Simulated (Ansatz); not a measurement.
A plane-wave DFT run in Ansatz 0.2.0 (scalar-relativistic PAW potentials unless the input names others): input and command.

```yaml
crystal:
  lattice:
    - [1.5228090589, 0.87919422, 5.4637976271]
    - [-1.5228090589, 0.87919422, 5.4637976271]
    - [0.0, -1.7583884401, 5.4637976271]
  atoms:
    - { symbol: W, position: [-0.0005313493, -0.0005313493, -0.0005313493] }
    - { symbol: S, position: [0.761858854, 0.761858854, 0.761858854] }
    - { symbol: S, position: [0.5699724954, 0.5699724954, 0.5699724954] }
  symmetry: { detect: false }
basis:
  ecutwfc: 420
kpoints:
  mp_grid: { grid: [12, 12, 12] }
hamiltonian:
  xc: pbesol
scf:
  occupations: { method: fixed }
output:
  forces: true
  eigenvalues: true
  stress: true
```

```bash
ansatz run input.yaml --threads 1 --pin off --max-ram 3072MiB --backend cpu --events-out ev --progress --plain --runs-dir out
```

Abridged log:
```
Pseudopotentials: kind: paw
Pseudopotential: W, paw, valence charge 14, recommended cutoff 420 eV (normal)
Pseudopotential: S, paw, valence charge 6, recommended cutoff 420 eV (normal)
Functional definition: PBEsol
Crystal: 3 atoms, lattice volume = 43.891 Å³
Basis set: ecut = 420 eV, 841 PW (Γ), FFT grids on a1−a3, a2−a3, a3, exchange–correlation on 48×48×80 points (8 copies of the dense FFT grid, shifted against one another)
Bands: 17, of which v1, the nominal top of the filled ones, is band 13 counted from 1 (12 counted from 0)
Symmetry: 1 space group operations
k-points: 868 of 1728 (time reversal used)
Initial density: superposition of atomic densities (neutral atoms: chi_scale 0, normalization atom), corrected by the library's trained network
Initial wavefunctions: pseudopotential atomic-orbital guess
Functional: x = pbesol(κ = 0.804, μ = 0.12345679), c = pbesol(β = 0.046)
SCF iter   1: F=—  HF=-12028.684880 eV  |F-HF|=—  |Δ(HF+E_count)|=         —  Δρ=7.84e-3  dr2=2.35e-2  ethr=1.77e-3  ⟨swp⟩=5.0  Hψ=72895  notcnv=0  defer=1669
SCF iter   2: F=—  HF=-12028.681955 eV  |F-HF|=—  |Δ(HF+E_count)|=   2.93e-3  Δρ=3.99e-3  dr2=1.02e-2  ethr=9.05e-5  ⟨swp⟩=2.0  Hψ=28963  notcnv=0  defer=1736
SCF iter   3: F=—  HF=-12028.682701 eV  |F-HF|=—  |Δ(HF+E_count)|=   7.46e-4  Δρ=3.22e-3  dr2=1.06e-2  ethr=3.91e-5  ⟨swp⟩=2.4  Hψ=22950  notcnv=0  defer=1736
SCF iter   4: F=—  HF=-12028.681330 eV  |F-HF|=—  |Δ(HF+E_count)|=   1.37e-3  Δρ=1.38e-3  dr2=3.22e-4  ethr=3.91e-5  ⟨swp⟩=2.1  Hψ=18763  notcnv=0  defer=1712
SCF iter   5: F=—  HF=-12028.681544 eV  |F-HF|=—  |Δ(HF+E_count)|=   2.14e-4  Δρ=3.21e-4  dr2=6.31e-5  ethr=1.24e-6  ⟨swp⟩=2.1  Hψ=20823  notcnv=0  defer=1564
SCF iter   6: F=—  HF=-12028.681523 eV  |F-HF|=—  |Δ(HF+E_count)|=   2.10e-5  Δρ=1.02e-4  dr2=1.89e-6  ethr=2.43e-7  ⟨swp⟩=2.0  Hψ=19715  notcnv=0
SCF iter   7: F=—  HF=-12028.681524 eV  |F-HF|=—  |Δ(HF+E_count)|=   8.33e-7  Δρ=2.66e-5  dr2=1.34e-7  ethr=7.27e-9  ⟨swp⟩=2.0  Hψ=22398  notcnv=0
SCF iter   8: F=-12028.681524 eV  HF=-12028.681524 eV  |F-HF|=4.10e-9  |Δ(HF+E_count)|=   9.32e-8  Δρ=5.84e-6  dr2=4.81e-9  ethr=3.85e-10  ⟨swp⟩=7.1  Hψ=68686  notcnv=0
SCF 1 converged in 8 iterations: F = -12028.681524 eV  dr2 = 4.81e-9
SCF converged after 8 iterations
Free energy (F): -12028.681524 eV
Harris-Foulkes:  -12028.681524 eV  (|F-HF|=4.10e-9)
Internal energy: -12028.681524 eV  (E = F + TS)
E sigma→0 (E₀):  -12028.681524 eV
Fermi energy:    15.815920 eV
--- Forces (eV/Å), atoms counted from 1 ---
  atom   1  W      0.00000000    -0.00000002     0.00006878
  atom   2  S     -0.00000001     0.00000003     0.00020636
  atom   3  S      0.00000001     0.00000002    -0.00027567
--- Stress (GPa, compression-positive) ---
       17.994629       0.000000       0.000000
        0.000000      17.994628       0.000000
        0.000000       0.000000      17.991776
  P = ⅓ Tr σ = 17.9937 GPa (179.937 kbar)
```

Apart from outputs, empty bands and the relaxation, which only the reference makes, the input differs from a reference run on usual settings in crystal.symmetry: not typed → {"detect": false}. The reference, at the same geometry, ended its own course with pressure 17.99 GPa, largest force 0.000 eV/Å, gap on the mesh 0.21 eV. This run converged in 8 SCF iterations with an energy at zero smearing within 0.01 meV/atom of the reference's, pressure 17.99 GPa, largest force 0.000 eV/Å, gap on the mesh 0.21 eV.

Time: 29 s on 1 thread of Intel(R) Xeon(R) 6975P-C (Granite Rapids) (shared host), peak memory 0.93 GiB.